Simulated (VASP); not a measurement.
Runs of VASP 6.6.1 on AgCl (Chlorargyrite). It takes space group Fm-3m (No. 225, cubic). The conventional cell has a = 5.606 Å, b = 5.606 Å, c = 5.606 Å, α = 90.00°, β = 90.00°, γ = 90.00°. Around Ag (site symmetry m-3m) lie 6 Cl at 2.80 Å. Around Cl (site symmetry m-3m) lie 6 Ag at 2.80 Å. 

```tsv
cell	gap on the mesh (eV)	pressure (GPa)
atoms relaxed from: a relaxed cell with its volume scaled by 1.04	(b)	-1.5
atoms relaxed	(a)	0.0
atoms relaxed from: a relaxed cell with its volume scaled by 0.98	0.91	0.9
atoms relaxed from: a relaxed cell with its volume scaled by 0.94	0.90	3.1
atoms relaxed from: a relaxed cell with its volume scaled by 1.06	0.95	-2.1
```

Alike in all rows: task relaxation of the atoms; level PBE; potentials or basis VASP PAW PBE potentials, release 64 (Ag, Cl); no spin polarisation; k mesh 8 × 8 × 8; cutoff (eV) 600; smearing gaussian 0.03 eV.

Problem. Estimate the missing entries.

Solution. (a) 0.92; (b) 0.94.

Caveats: the relaxation stopped at its first step, so nothing moved.

A k mesh can miss the band edges, and the runs leave out spin-orbit coupling on Ag.
